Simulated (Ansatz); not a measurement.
# GaP: further runs on the relaxed cell, part 2 of 2

Aim: for GaP, compute bands, density of states and charges, locate the band edges and the effective masses and measure the bulk modulus from energies at several volumes.

Ansatz 0.2.0; DFT r2SCAN, scalar-relativistic, plane waves, PAW. The steps go on from the part before.

## 5. Levels beside the edges

Contents of input.yaml:

```yaml
crystal:
  lattice:
    - [0.0, 2.72525, 2.72525]
    - [2.72525, 0.0, 2.72525]
    - [2.72525, 2.72525, 0.0]
  atoms:
    - { symbol: Ga, position: [0.0, 0.0, 0.0] }
    - { symbol: P, position: [0.25, 0.25, 0.25] }
basis:
  ecutwfc: 500
kpoints:
  mp_grid: { grid: [8, 8, 8] }
hamiltonian:
  xc: r2scan
scf:
  occupations: { method: gaussian, width: 0.02 }
output:
  forces: false
  stress: false
  eigenvalues: true
  eigenstates:
    kpoints:
      - [0.0, 0.0, 0.0]
      - [0.0, 0.00867474, 0.00867474]
      - [0.0, -0.00867474, -0.00867474]
      - [0.00867474, 0.0, 0.00867474]
      - [-0.00867474, 0.0, -0.00867474]
      - [0.00867474, 0.00867474, 0.0]
      - [-0.00867474, -0.00867474, 0.0]
      - [0.006133968, 0.006133968, 0.012267935]
      - [-0.006133968, -0.006133968, -0.012267935]
      - [0.006133968, 0.012267935, 0.006133968]
      - [-0.006133968, -0.012267935, -0.006133968]
      - [0.012267935, 0.006133968, 0.006133968]
      - [-0.012267935, -0.006133968, -0.006133968]
      - [0.010016727, 0.010016727, 0.010016727]
      - [-0.010016727, -0.010016727, -0.010016727]
      - [0.0, 0.424479, 0.424479]
      - [0.0, 0.43315374, 0.43315374]
      - [0.0, 0.41580426, 0.41580426]
      - [0.00867474, 0.424479, 0.43315374]
      - [-0.00867474, 0.424479, 0.41580426]
      - [0.00867474, 0.43315374, 0.424479]
      - [-0.00867474, 0.41580426, 0.424479]
      - [0.006133968, 0.430612968, 0.436746935]
      - [-0.006133968, 0.418345032, 0.412211065]
      - [0.006133968, 0.436746935, 0.430612968]
      - [-0.006133968, 0.412211065, 0.418345032]
      - [0.012267935, 0.430612968, 0.430612968]
      - [-0.012267935, 0.418345032, 0.418345032]
      - [0.010016727, 0.434495727, 0.434495727]
      - [-0.010016727, 0.414462273, 0.414462273]
    e_range: [-3.343463, 3.343463]
checkpoint:
  read: start.run
  write: ck
  compress: false
  write_wavefunctions: false
  write_every: 100000
```

Command:

```bash
$ ansatz run input.yaml --threads 1 --pin off --max-ram 2560MiB --backend cpu --events-out ev --progress --plain --runs-dir out
```

The log of the run, cut to the lines that bear on the results:

```text
Warning: RAYON_NUM_THREADS=1 ignored (pool sized by the plan → 1); use --threads N
[...]
Pseudopotentials: kind: paw
Pseudopotential: Ga, paw, valence charge 13, recommended cutoff 500 eV (meta_gga), Ga.paw.azcp
Pseudopotential: P, paw, valence charge 5, recommended cutoff 500 eV (meta_gga), P.paw.azcp
Functional definition: r2SCAN
[...]
Crystal: 2 atoms, lattice volume = 40.481 Å³
[...]
NSCF: frozen V_eff on 30 k-points
SCF converged after 3 iterations
Free energy (F): -4550.482855 eV
[...]
E sigma→0 (E₀):  -4550.482855 eV
Fermi energy:    7.846869 eV
[...]
--- Band table (eV; the first three rows and the last of 29) ---
  k-point 0: bands = ["-8.0890", "-8.0890", "-8.0890", "-7.9765", "-7.9765", "-6.1261", "6.8997", "6.8997", "6.8997", "9.2651", "11.0727", "11.0727", "11.0727"]
[...]
```

It took 5.5 s on 1 thread of Arm Neoverse V1, shared host; peak memory 0.36 GiB.

The search puts the valence top at k = (0.000, 0.000, 0.000) and the conduction bottom at (0.000, 0.424, 0.424), 1.84 eV apart.

Effective masses from the curvature, by central differences over 0.02 1/Å, in electron masses along Cartesian directions (n/a: flat, of the wrong sign, or not an extremum):

```csv
carrier,band,x,y,z,[110],[101],[011],[111]
hole,9,0.37,0.37,0.37,2.61,2.61,2.61,0.86
hole,8,0.37,0.37,0.37,0.37,0.37,0.37,0.86
hole,7,0.13,0.13,0.13,0.10,0.10,0.10,0.09
electron,10,1.02,0.23,0.23,0.37,0.37,0.23,0.31
```

Spin-orbit coupling is left out. With atoms this heavy it splits and remixes the bands at the edges, so these masses, of holes above all, would change.

## 6. Volume × 0.97

Contents of input.yaml:

```yaml
crystal:
  lattice:
    - [0.0, 2.69772034, 2.69772034]
    - [2.69772034, 0.0, 2.69772034]
    - [2.69772034, 2.69772034, 0.0]
  atoms:
    - { symbol: Ga, position: [0.0, 0.0, 0.0] }
    - { symbol: P, position: [0.25, 0.25, 0.25] }
basis:
  ecutwfc: 500
kpoints:
  mp_grid: { grid: [8, 8, 8] }
hamiltonian:
  xc: r2scan
scf:
  occupations: { method: gaussian, width: 0.02 }
output:
  forces: true
  stress: true
  eigenvalues: true
```

Command:

```bash
$ ansatz run input.yaml --threads 1 --pin off --max-ram 2560MiB --backend cpu --events-out ev --progress --plain --runs-dir out
```

The log of the run, cut to the lines that bear on the results:

```text
Warning: RAYON_NUM_THREADS=1 ignored (pool sized by the plan → 1); use --threads N
[...]
Pseudopotentials: kind: paw
Pseudopotential: Ga, paw, valence charge 13, recommended cutoff 500 eV (meta_gga), Ga.paw.azcp
Pseudopotential: P, paw, valence charge 5, recommended cutoff 500 eV (meta_gga), P.paw.azcp
Functional definition: r2SCAN
[...]
Crystal: 2 atoms, lattice volume = 39.266 Å³
[...]
  atom   1  Ga     0.00000000    -0.00000000    -0.00000000
  atom   2  P     -0.00000000     0.00000000     0.00000000
[...]
--- Stress (GPa, compression-positive) ---
        2.908646       0.000000      -0.000000
       -0.000000       2.908646       0.000000
        0.000000       0.000000       2.908646
  P = ⅓ Tr σ = 2.9086 GPa (29.086 kbar)
--- Band table (eV; the first three rows and the last of 29) ---
  k-point 0: bands = ["-7.7473", "-7.7473", "-7.7473", "-7.6244", "-7.6244", "-5.9739", "7.2936", "7.2936", "7.2936", "9.9302", "11.4554", "11.4554", "11.4554"]
[...]
```

Wall time 4.1 s (1 thread of Arm Neoverse V1, shared host); peak memory 0.41 GiB.

## 7. Changed: ecutwfc 700 eV, xc pbesol

Changes to input.yaml since step 6:

```diff
@@ -9,3 +9,3 @@
 basis:
-  ecutwfc: 500
+  ecutwfc: "700 eV"
 kpoints:
@@ -13,3 +13,3 @@
 hamiltonian:
-  xc: r2scan
+  xc: pbesol
 scf:
@@ -18,3 +18,3 @@
   forces: true
+  eigenvalues: true
   stress: true
-  eigenvalues: true
```

Command:

```bash
$ ansatz run input.yaml --threads 1 --pin off --max-ram 2560MiB --backend cpu --events-out ev --progress --plain --runs-dir out
```

The log of the run, cut to the lines that bear on the results:

```text
Warning: RAYON_NUM_THREADS=1 ignored (pool sized by the plan → 1); use --threads N
[...]
Pseudopotentials: kind: paw
Pseudopotential: Ga, paw, valence charge 13, recommended cutoff 420 eV (normal), Ga.paw.azcp
Pseudopotential: P, paw, valence charge 5, recommended cutoff 420 eV (normal), P.paw.azcp
Functional definition: PBEsol
[...]
Crystal: 2 atoms, lattice volume = 39.266 Å³
[...]
  atom   1  Ga     0.00000000     0.00000000    -0.00000000
  atom   2  P     -0.00000000     0.00000000     0.00000000
[...]
--- Stress (GPa, compression-positive) ---
        2.132791      -0.000000      -0.000000
        0.000000       2.132791       0.000000
       -0.000000       0.000000       2.132791
  P = ⅓ Tr σ = 2.1328 GPa (21.328 kbar)
--- Band table (eV; the first three rows and the last of 29) ---
  k-point 0: bands = ["-7.2272", "-7.2272", "-7.2272", "-7.1175", "-7.1175", "-5.3686", "7.3857", "7.3857", "7.3857", "9.3803", "11.1939", "11.1939", "11.1939"]
[...]
```

Wall time 3.7 s (1 thread of Arm Neoverse V1, shared host); peak memory 0.34 GiB.

```csv
run,ending,energy change,pressure (GPa),gap (eV),force (eV/Å),cycles,time
step 6,converged,-,2.9,1.84,0.00,6,4.1 s
variant,converged,not comparable,2.1,1.45,0.00,6,3.7 s
```

A change of functional puts the total energy on another scale; the pressure goes from 2.9 to 2.1 GPa and the gap on the mesh goes from 1.84 to 1.45 eV. The cutoff changed too.

## 8. The cell scaled to 1.03 of its volume

Changes to input.yaml since step 6:

```diff
@@ -2,5 +2,5 @@
   lattice:
-    - [0.0, 2.69772034, 2.69772034]
-    - [2.69772034, 0.0, 2.69772034]
-    - [2.69772034, 2.69772034, 0.0]
+    - [0.0, 2.7522344282, 2.7522344282]
+    - [2.7522344282, 0.0, 2.7522344282]
+    - [2.7522344282, 2.7522344282, 0.0]
   atoms:
@@ -20 +20,5 @@
   eigenvalues: true
+  write_density: true
+  write_potential: true
+  elf: true
+  volumetric_format: npy
```

Command:

```bash
$ ansatz run input.yaml --threads 1 --pin off --max-ram 2560MiB --backend cpu --events-out ev --progress --plain --runs-dir out
```

The log of the run, cut to the lines that bear on the results:

```text
Warning: RAYON_NUM_THREADS=1 ignored (pool sized by the plan → 1); use --threads N
[...]
Pseudopotentials: kind: paw
Pseudopotential: Ga, paw, valence charge 13, recommended cutoff 500 eV (meta_gga), Ga.paw.azcp
Pseudopotential: P, paw, valence charge 5, recommended cutoff 500 eV (meta_gga), P.paw.azcp
Functional definition: r2SCAN
[...]
Crystal: 2 atoms, lattice volume = 41.695 Å³
[...]
  atom   1  Ga     0.00000000    -0.00000000     0.00000000
  atom   2  P     -0.00000000     0.00000000    -0.00000000
[...]
--- Stress (GPa, compression-positive) ---
       -2.394402      -0.000000      -0.000000
       -0.000000      -2.394402       0.000000
       -0.000000       0.000000      -2.394402
  P = ⅓ Tr σ = -2.3944 GPa (-23.944 kbar)
--- Band table (eV; the first three rows and the last of 29) ---
  k-point 0: bands = ["-8.4146", "-8.4146", "-8.4146", "-8.3116", "-8.3116", "-6.2699", "6.5302", "6.5302", "6.5302", "8.6354", "10.7101", "10.7101", "10.7101"]
[...]
```

Wall time 5.4 s (1 thread of Arm Neoverse V1, shared host); peak memory 0.42 GiB.

Axes a, b and c in the maps are those of this run's conventional cell (a, b, c = 5.504, 5.504, 5.504 Å).

Density in a lattice plane of the grid's cell (edges 5.50 and 5.50 Å, at 0.000 of the third edge), which holds Ga.

Ten even steps from '0' (0.02 e/Å³) to '9' (52.56 e/Å³):
```
420000000000000000000002
000000000000000000000000
000000000000000000000000
000000000000000000000000
000000000000000000000000
000000000000000000000000
000000000000000000000000
000000000000000000000000
000000000002420000000000
000000000015951000000000
000000000002420000000000
000000000000000000000000
000000000000000000000000
000000000000000000000000
000000000000000000000000
000000000000000000000000
000000000000000000000000
000000000000000000000000
420000000000000000000002
951000000000000000000015
```
Columns run along the first of these edges and rows up along the second, over one cell in 24 and 20 even steps from the bottom left corner. Atoms in the plane (fractional): Ga at (0.00, 0.00), Ga at (0.50, 0.50).

ELF in the same plane.

Ten even steps from '0' (0.01) to '9' (0.57):
```
001344431000000013444310
123456643100000134665432
344579875311011357897544
445799987532223578999754
345799999754345799999754
223578999754445799987532
011357897544344579875311
000134665432123456643100
000013444310001344431000
000012343200700234321000
000013444310001344431000
000134665432123456643100
011357897544344579875311
223578999754445799987532
345799999754345799999754
445799987532223578999754
344579875311011357897544
123456643100000134665432
001344431000000013444310
700234321000000012343200
```
Columns run along the first of these edges and rows up along the second, over one cell in 24 and 20 even steps from the bottom left corner. Atoms in the plane (fractional): Ga at (0.00, 0.00), Ga at (0.50, 0.50).

Both are smooth fields of the valence electrons: close to the nuclei they are not physical.

The highest ELF values outside the cores: 0.91 on the P–Ga line, 0.9 Å from P.

## 9. Variant: xc_grid 4

Changes to input.yaml since step 8:

```diff
@@ -10,2 +10,3 @@
   ecutwfc: 500
+  xc_grid: 4
 kpoints:
@@ -18,7 +19,3 @@
   forces: true
+  eigenvalues: true
   stress: true
-  eigenvalues: true
-  write_density: true
-  write_potential: true
-  elf: true
-  volumetric_format: npy
```

Command:

```bash
$ ansatz run input.yaml --threads 1 --pin off --max-ram 2560MiB --backend cpu --events-out ev --progress --plain --runs-dir out
```

The log of the run, cut to the lines that bear on the results:

```text
Warning: RAYON_NUM_THREADS=1 ignored (pool sized by the plan → 1); use --threads N
[...]
Pseudopotentials: kind: paw
Pseudopotential: Ga, paw, valence charge 13, recommended cutoff 500 eV (meta_gga), Ga.paw.azcp
Pseudopotential: P, paw, valence charge 5, recommended cutoff 500 eV (meta_gga), P.paw.azcp
Functional definition: r2SCAN
[...]
Crystal: 2 atoms, lattice volume = 41.695 Å³
[...]
  atom   1  Ga     0.00000000    -0.00000000    -0.00000000
  atom   2  P     -0.00000000     0.00000000    -0.00000000
[...]
--- Stress (GPa, compression-positive) ---
       -2.394401      -0.000000      -0.000000
        0.000000      -2.394401       0.000000
       -0.000000       0.000000      -2.394401
  P = ⅓ Tr σ = -2.3944 GPa (-23.944 kbar)
--- Band table (eV; the first three rows and the last of 29) ---
  k-point 0: bands = ["-8.4146", "-8.4146", "-8.4146", "-8.3116", "-8.3116", "-6.2699", "6.5302", "6.5302", "6.5302", "8.6354", "10.7101", "10.7101", "10.7101"]
[...]
```

It took 4.3 s on 1 thread of Arm Neoverse V1, shared host; peak memory 0.41 GiB.

```csv
run,ending,energy change,pressure (GPa),gap (eV),force (eV/Å),cycles,time
step 8,converged,0,-2.4,1.94,0.00,6,5.4 s
variant,converged,0.0 meV/atom,-2.4,1.94,0.00,6,4.3 s
```

The changed keys (xc_grid) make no visible difference here (energy 0.0 meV/atom).

## 10. Volume × 0.94

Contents of input.yaml:

```yaml
crystal:
  lattice:
    - [0.0, 2.6696170428, 2.6696170428]
    - [2.6696170428, 0.0, 2.6696170428]
    - [2.6696170428, 2.6696170428, 0.0]
  atoms:
    - { symbol: Ga, position: [0.0, 0.0, 0.0] }
    - { symbol: P, position: [0.25, 0.25, 0.25] }
basis:
  ecutwfc: 500
kpoints:
  mp_grid: { grid: [8, 8, 8] }
hamiltonian:
  xc: r2scan
scf:
  occupations: { method: gaussian, width: 0.02 }
output:
  forces: true
  stress: true
  eigenvalues: true
```

Command:

```bash
$ ansatz run input.yaml --threads 1 --pin off --max-ram 2560MiB --backend cpu --events-out ev --progress --plain --runs-dir out
```

The log of the run, cut to the lines that bear on the results:

```text
Warning: RAYON_NUM_THREADS=1 ignored (pool sized by the plan → 1); use --threads N
[...]
Pseudopotentials: kind: paw
Pseudopotential: Ga, paw, valence charge 13, recommended cutoff 500 eV (meta_gga), Ga.paw.azcp
Pseudopotential: P, paw, valence charge 5, recommended cutoff 500 eV (meta_gga), P.paw.azcp
Functional definition: r2SCAN
[...]
Crystal: 2 atoms, lattice volume = 38.052 Å³
[...]
  atom   1  Ga     0.00000000     0.00000000    -0.00000000
  atom   2  P     -0.00000000    -0.00000000    -0.00000000
[...]
--- Stress (GPa, compression-positive) ---
        6.275335      -0.000000       0.000000
       -0.000000       6.275335       0.000000
       -0.000000       0.000000       6.275335
  P = ⅓ Tr σ = 6.2753 GPa (62.753 kbar)
--- Band table (eV; the first three rows and the last of 29) ---
  k-point 0: bands = ["-7.3902", "-7.3902", "-7.3902", "-7.2556", "-7.2556", "-5.8129", "7.7136", "7.7136", "7.7136", "10.6331", "11.8598", "11.8598", "11.8599"]
[...]
```

It took 4.1 s on 1 thread of Arm Neoverse V1, shared host; peak memory 0.41 GiB.

## 11. Variant: mp_grid.grid [12, 12, 12], pseudopotentials.kind nc

Changes to input.yaml since step 10:

```diff
@@ -11,5 +11,6 @@
 kpoints:
-  mp_grid: { grid: [8, 8, 8] }
+  mp_grid: { grid: [12, 12, 12] }
 hamiltonian:
   xc: r2scan
+  pseudopotentials: { kind: nc }
 scf:
@@ -18,3 +19,3 @@
   forces: true
+  eigenvalues: true
   stress: true
-  eigenvalues: true
```

Command:

```bash
$ ansatz run input.yaml --threads 1 --pin off --max-ram 2560MiB --backend cpu --events-out ev --progress --plain --runs-dir out
```

The log of the run, cut to the lines that bear on the results:

```text
Warning: basis.ecutwfc = 500 eV is below the records' recommended 1230 eV, and the density's cutoff is lower with it unless basis.ecutrho_ratio is high enough to keep the records' density cutoff: compare with a run at a higher cutoff
Warning: RAYON_NUM_THREADS=1 ignored (pool sized by the plan → 1); use --threads N
[...]
Pseudopotentials: kind: nc
Pseudopotential: Ga, nc, valence charge 13, recommended cutoff 1230 eV (normal), Ga.nc.azcp
Pseudopotential: P, nc, valence charge 5, recommended cutoff 560 eV (normal), P.nc.azcp
Functional definition: r2SCAN
[...]
E sigma→0 (E₀):  -2058.035583 eV
Fermi energy:    9.212663 eV
[...]
--- Forces (eV/Å), atoms counted from 1 ---
  atom   1  Ga     0.00000000    -0.00000000    -0.00000000
  atom   2  P     -0.00000000     0.00000000    -0.00000000
[...]
--- Stress (GPa, compression-positive) ---
        6.395520      -0.000000      -0.000000
       -0.000000       6.395520       0.000000
        0.000000       0.000000       6.395520
  P = ⅓ Tr σ = 6.3955 GPa (63.955 kbar)
--- Band table (eV; the first three rows and the last of 72) ---
  k-point 0: bands = ["-7.4567", "-7.4567", "-6.9326", "-6.9326", "-6.9326", "-5.5174", "8.6143", "8.6143", "8.6143", "9.9355", "12.6067", "12.6067", "12.6067"]
[...]
```

It took 14 s on 1 thread of Arm Neoverse V1, shared host; peak memory 0.4 GiB.

```csv
run,ending,energy change,pressure (GPa),gap (eV),force (eV/Å),cycles,time
step 10,converged,-,6.3,1.77,0.00,6,4.1 s
variant,converged,not comparable,6.4,1.20,0.00,8,14 s
```

After a change of potentials the difference of the totals has no physical meaning; the gap on the mesh goes from 1.77 to 1.20 eV. The k-point mesh changed too. The cutoff is far under what these potentials recommend, so these values carry a basis error that can be large. Cost: 8 SCF cycles against 6, 14 s against 4.1 s.

## 12. The cell scaled to 1.06 of its volume

Changes to input.yaml since step 10:

```diff
@@ -2,5 +2,5 @@
   lattice:
-    - [0.0, 2.6696170428, 2.6696170428]
-    - [2.6696170428, 0.0, 2.6696170428]
-    - [2.6696170428, 2.6696170428, 0.0]
+    - [0.0, 2.7786998443, 2.7786998443]
+    - [2.7786998443, 0.0, 2.7786998443]
+    - [2.7786998443, 2.7786998443, 0.0]
   atoms:
```

Command:

```bash
$ ansatz run input.yaml --threads 1 --pin off --max-ram 2560MiB --backend cpu --events-out ev --progress --plain --runs-dir out
```

The log of the run, cut to the lines that bear on the results:

```text
Warning: RAYON_NUM_THREADS=1 ignored (pool sized by the plan → 1); use --threads N
[...]
Pseudopotentials: kind: paw
Pseudopotential: Ga, paw, valence charge 13, recommended cutoff 500 eV (meta_gga), Ga.paw.azcp
Pseudopotential: P, paw, valence charge 5, recommended cutoff 500 eV (meta_gga), P.paw.azcp
Functional definition: r2SCAN
[...]
Crystal: 2 atoms, lattice volume = 42.910 Å³
[...]
  atom   1  Ga     0.00000000     0.00000000    -0.00000000
  atom   2  P     -0.00000000     0.00000000     0.00000000
[...]
--- Stress (GPa, compression-positive) ---
       -4.464777       0.000000      -0.000000
        0.000000      -4.464777       0.000000
       -0.000000       0.000000      -4.464777
  P = ⅓ Tr σ = -4.4648 GPa (-44.648 kbar)
--- Band table (eV; the first three rows and the last of 29) ---
  k-point 0: bands = ["-8.7265", "-8.7265", "-8.7265", "-8.6319", "-8.6319", "-6.4064", "6.1825", "6.1825", "6.1825", "8.0384", "10.3659", "10.3659", "10.3659"]
[...]
```

Run time: 4.2 s. Hardware: 1 thread of Arm Neoverse V1, shared host; peak memory 0.41 GiB.

## 13. Fit of the equation of state

```csv
volume (Å³/atom),energy above the lowest point (meV/atom),pressure (GPa),gap on the mesh (eV)
19.026,22.7,6.28,1.77
19.633,5.4,2.91,1.84
20.240,0.0,0.04,1.89
20.848,4.6,-2.39,1.94
21.455,17.7,-4.46,1.85
```

## 14. Outcome

What follows sums up all 2 parts.

| quantity | value |
| --- | --- |
| gap | 1.84 eV, indirect on the path |
| Bader charges | Ga +0.91, P -0.91 e |
| gap over the zone | 1.84 eV, indirect |
| valence top, conduction bottom (fractional k) | (0.000, 0.000, 0.000), (0.000, 0.424, 0.424) |
| hole masses | 0.09 to 2.61 m0 along the directions sampled |
| electron masses | 0.23 to 1.02 m0 along the directions sampled |
| equilibrium volume of the fit | 20.25 Å³/atom |
| bulk modulus | 88 GPa |
| its pressure derivative | 4.4 |
| step 3, run with ecutwfc 700 eV, xc revpbe, preconditioner kerker_dos (against step 2) | converged; the pressure goes from 0.0 to 4.0 GPa; the gap on the mesh goes from 1.89 to 1.71 eV |
| step 7, run with ecutwfc 700 eV, xc pbesol (against step 6) | converged; the pressure goes from 2.9 to 2.1 GPa; the gap on the mesh goes from 1.84 to 1.45 eV |
| step 9, run with xc_grid 4 (against step 8) | 0.0 meV/atom |
| step 11, run with mp_grid.grid [12, 12, 12], pseudopotentials.kind nc (against step 10) | converged; the gap on the mesh goes from 1.77 to 1.20 eV |

**Reading.** The gap is 1.84 eV, with the valence top at Γ and the conduction bottom between Γ and X on the path. Of the projected weight, the top eV of the valence band is P 3p (79 %), and the lowest eV of the conduction band Ga 4p (38 %) and Ga 4s (23 %). Against the measured gap of GaP, 2.34 eV (indirect; 10 K; quoted in “Stacking defects in GaP nanowires: Electronic structure and optical properties”, 2018, arxiv:1810.01194), the calculated 1.84 eV is off by -0.50 eV. It is a Kohn-Sham gap, without temperature or zero-point motion. Semilocal functionals usually fall short of measured gaps. Bader charges reach 0.9 e, yet ELF peaks on the P–Ga line (0.92): the bond is polar, with a covalent part. Electron masses come out at 0.23 to 1.02 and hole masses at 0.09 to 2.61 m0. These cover the sampled directions only. The fit puts the minimum at 20.25 Å³/atom with B = 88 GPa and B' = 4.4. A measured bulk modulus of GaP is 87.5 GPa (“Phosphorous dimerization in GaP at high pressure”, 2017, arxiv:1709.06667); the calculated 88 GPa misses it by +0.3 %. The calculation is for zero temperature. The gap on the mesh goes from 1.77 eV at the smallest volume to 1.85 eV at the largest, through a peak of 1.94 eV between.
